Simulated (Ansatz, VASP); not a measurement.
**InAs in two plane-wave programs**

Wanted: the spread between two codes on one cell, functional and k mesh. The cell is taken from a series of runs on this material, whose earlier steps may have relaxed, scaled, displaced or heated it; both programs get it as it stands.

Program: Ansatz 0.2.0. Level of theory: plane waves, with VASP 6.6.1 beside it; zone-centre phonons at LDA. Results are calculated unless marked as measured.

### Step 1. Set-up

The structure is tetragonal, space group I-4m2 (No. 119). Conventional cell: a = 4.231 Å, b = 4.231 Å, c = 6.146 Å, α = 90.00°, β = 90.00°, γ = 90.00°. Nearest to As lie 4 In at 2.61 Å. In has 4 As at 2.61 Å nearest. Farther neighbours are not listed.

### Step 2. Ansatz: zone-centre phonons, LDA

Ansatz runs on its PAW soft_1 files.

Second derivatives magnify differences that forces hide, and they need a tight electronic threshold.

input.yaml reads:

```yaml
crystal:
  lattice:
    - [0.0, 2.9916081392, 3.0730450224]
    - [2.9916081392, 0.0, 3.0730450224]
    - [2.9916081392, 2.9916081392, 0.0]
  atoms:
    - { symbol: As, position: [0.7499815202, 0.7499815202, 0.7499962478] }
    - { symbol: In, position: [1.84798e-05, 1.84798e-05, 3.7522e-06] }
kpoints:
  mp_grid: { grid: [12, 12, 12], shift: [0.5, 0.5, 0.5] }
hamiltonian:
  xc: lda
  pseudopotentials: { kind: paw, azcp: { folder: soft_1 }, xc_functional: pbe }
scf:
  occupations: { method: gaussian, width: 0.015 }
output:
  eigenvalues: true
phonons:
  method: dfpt
```

Started as:

```console
$ ansatz run input.yaml --threads 4 --pin off --max-ram 10240MiB --backend cpu --events-out ev --progress --plain --runs-dir out
```

Numbers of over 12 decimals in the logs are rounded to 6 here.

The program printed:

```text
Engine: ansatz 0.2.0, aarch64-unknown-linux-gnu
Pseudopotentials: kind: paw
Pseudopotential: As, paw, valence charge 15, recommended cutoff 420 eV (normal), soft_1/As.paw.azcp
Pseudopotential: In, paw, valence charge 13, recommended cutoff 420 eV (normal), soft_1/In.paw.azcp
Functional definition: SPW92
  exchange = slater_x
  correlation = pw_c
Crystal: 2 atoms, lattice volume = 55.006 Å³
Basis set: ecut = 420 eV, 1063 PW (Γ), exchange–correlation on 60×60×60 points (8 copies of the dense FFT grid, shifted against one another)
Bands: 18, of which v1, the nominal top of the filled ones, is band 14 counted from 1 (13 counted from 0)
Symmetry: 2 space group operations
k-points: 864 of 1728 (irreducible under 1 space group operation, time reversal used)
Non-local potential: As, projectors of the file, l = 0: 2, l = 1: 2, l = 2: 3, l = 3: 1
Non-local potential: In, projectors of the file, l = 0: 2, l = 1: 2, l = 2: 2, l = 3: 1
PAW form: soft (Blöchl's): semilocal exchange-correlation on the pseudo side does not see the compensation charge
PAW frozen core: As, regenerated for the run's functional, and the local potential with it (the file was generated under x = pbe(κ = 0.804, μ = 0.219515), c = pbe(β = 0.066725))
PAW frozen core: In, regenerated for the run's functional, and the local potential with it (the file was generated under x = pbe(κ = 0.804, μ = 0.219515), c = pbe(β = 0.066725))
PAW one-centre angular grid: As, 590 points (default); XC on 64 Gauss nodes
PAW one-centre angular grid: In, 590 points (default); XC on 64 Gauss nodes
Initial density: superposition of atomic densities (chi_scale 0.1, normalization cell, long waves kept (reshape's long-wave potential 0.00 eV rms))
Initial wavefunctions: pseudopotential atomic-orbital guess
Functional: x = slater, c = lda
SCF iter   1: F=—  HF=-10231.425048 eV  |F-HF|=—  |Δ(HF+E_count)|=         —  Δρ=2.78e-2  dr2=3.78e-1  ethr=3.10e-3  ⟨swp⟩=6.0  Hψ=78100  notcnv=0
preconditioner: auto → none  [insulator: Δε(μ)=0.370 eV  Ē_g=14.681 eV  σ=0.015 eV  W_gap=1.00  n_scr=14 (ndim 8)  ℏωp=21.2 eV  f_vac=0.007  D(μ)=0.00/eV (n_scr^D=0)  ε∞_Penn≈3.1]
SCF iter   2: F=—  HF=-10231.317317 eV  |F-HF|=—  |Δ(HF+E_count)|=   1.08e-1  Δρ=1.24e-2  dr2=6.31e-2  ethr=1.35e-3  ⟨swp⟩=2.0  Hψ=25920  notcnv=0
SCF iter   3: F=—  HF=-10231.302563 eV  |F-HF|=—  |Δ(HF+E_count)|=   1.48e-2  Δρ=2.52e-3  dr2=7.84e-3  ethr=2.25e-4  ⟨swp⟩=3.0  Hψ=28747  notcnv=0
SCF iter   4: F=—  HF=-10231.299248 eV  |F-HF|=—  |Δ(HF+E_count)|=   3.32e-3  Δρ=6.66e-4  dr2=1.16e-4  ethr=2.80e-5  ⟨swp⟩=3.0  Hψ=34070  notcnv=0
SCF iter   5: F=—  HF=-10231.299272 eV  |F-HF|=—  |Δ(HF+E_count)|=   2.44e-5  Δρ=1.75e-4  dr2=5.65e-6  ethr=4.14e-7  ⟨swp⟩=3.0  Hψ=30744  notcnv=0
SCF iter   6: F=—  HF=-10231.299277 eV  |F-HF|=—  |Δ(HF+E_count)|=   4.80e-6  Δρ=1.29e-5  dr2=3.88e-8  ethr=2.02e-8  ⟨swp⟩=2.0  Hψ=27379  notcnv=0
SCF iter   7: F=—  HF=-10231.299277 eV  |F-HF|=—  |Δ(HF+E_count)|=   5.35e-7  Δρ=4.91e-6  dr2=1.18e-8  ethr=1.39e-10  ⟨swp⟩=2.0  Hψ=27648  notcnv=0
SCF iter   8: F=—  HF=-10231.299277 eV  |F-HF|=—  |Δ(HF+E_count)|=   8.60e-9  Δρ=5.86e-7  dr2=8.17e-11  ethr=4.22e-11  ⟨swp⟩=2.0  Hψ=27648  notcnv=0
SCF iter   9: F=-10231.299277 eV  HF=-10231.299277 eV  |F-HF|=0.00e0  |Δ(HF+E_count)|=  3.64e-12  Δρ=8.70e-8  dr2=1.95e-12  ethr=1.00e-12  ⟨swp⟩=5.8  Hψ=64097  notcnv=0
SCF 1 converged in 9 iterations: F = -10231.299277 eV  dr2 = 1.95e-12
  greatest PAW one-centre occupation: 0.999 electrons in one spin orbital (limit 2), on the As atom at site 0 (counted from 0), in its partial waves of l = 2
DFPT response loops at Γ: preconditioner auto → none (the input reference at scf.mixing.eps_inf says where Resta's filter doesn't serve); β = 0.50; Broyden in place of MSR1
SCF converged after 9 iterations
Free energy (F): -10231.299277 eV
Harris-Foulkes:  -10231.299277 eV  (|F-HF|=0.00e0)
Internal energy: -10231.299277 eV  (E = F + TS)
E sigma→0 (E₀):  -10231.299277 eV
Fermi energy:    7.600743 eV
--- Per-component energies (eV) ---
  E_band       = -325.663813
  E_kinetic    = 318.417111
  E_local      = -3478.923826  (includes V_loc(G=0)·N_el)
  E_nonlocal   = -59.472253
  E_hartree    = 1728.114846
  E_xc         = -212.310700
  E_vxc        = -164.647708  (∫ρ·V_xc dr)
  E_paw        = -6001.837232  (= ΣΔE_a)
  E_vpaw       = -397.266889  (= ΣTr[D̂ρ^β])
  E_aug_tail   = 0.000081  (compensation charges beyond the density's cutoff)
  E_ewald      = -2527.647068
  E_core_change = 2.359764  (= ΣΔE_core)
  E_smearing   = -0.000000  (= −TS)
  E_closure    = 0.000000  (closes the sum)
  Σ components = -10231.299277   (vs F -10231.299277, Δ=0.00e0)
--- Band table (eV; the first three rows and the last of 864) ---
  k-point 0: bands = [... 10 lower, -4.5247, 6.6173, 7.3485, 7.4465, 7.7550, 11.2452, 11.2851, 11.3390]
  k-point 1: bands = [... 10 lower, -4.4255, 5.7721, 7.0531, 7.4030, 8.3668, 11.1547, 11.3761, 11.7244]
  k-point 2: bands = [... 10 lower, -4.1909, 4.5933, 6.7558, 7.2105, 8.6875, 11.4471, 11.6697, 12.1841]
  k-point 863: bands = [... 10 lower, -3.0451, 1.5774, 6.2470, 6.4023, 8.3861, 11.9777, 12.1140, 14.2065]
--- Phonons (Γ-DFPT): 4 representative perturbations + reference, on 864 of 1728 k-points (Σ response iterations 12) ---
  k mesh reduced under 1 symmetry operation, with k and −k counted as one. Each operation leaves every solved perturbation unchanged. A smaller set is not used because it would not reduce the number of displacements times k-points to solve
  ASR residual: 6.218e-5 → 0.000e0 eV/Å²; symmetrization residual: 2.071e-5 eV/Å²
  ASR residual per site (eV/Å²): 3.12e-5 6.22e-5
  Γ frequencies (cm⁻¹): 0.00 0.00 0.00 212.63 212.69 214.94
  non-analytic LO–TO correction: not included (Born effective charges unavailable; polar crystals: no LO–TO splitting at Γ)
```

In the SCF lines HF is the Harris–Foulkes energy and dr2 the Hartree energy of the density residual, in eV; the loop may stop once dr2 is under the threshold and the program's other checks hold. Hψ counts applications of the Hamiltonian.

[end of part 1 of 3]

[Lines on the potential files, build, host, timing and source positions are cut from VASP's logs without a mark.]

[Logs are printed without paths, hosts, clocks, repeated set-up lines and the standing remarks that a program may print on its own settings, such as how far it seeks lower states.]

[Hosts, paths, dates, database ids (printed as entryN), source tags and the programs' standing remarks are cut or masked in the printed files.]
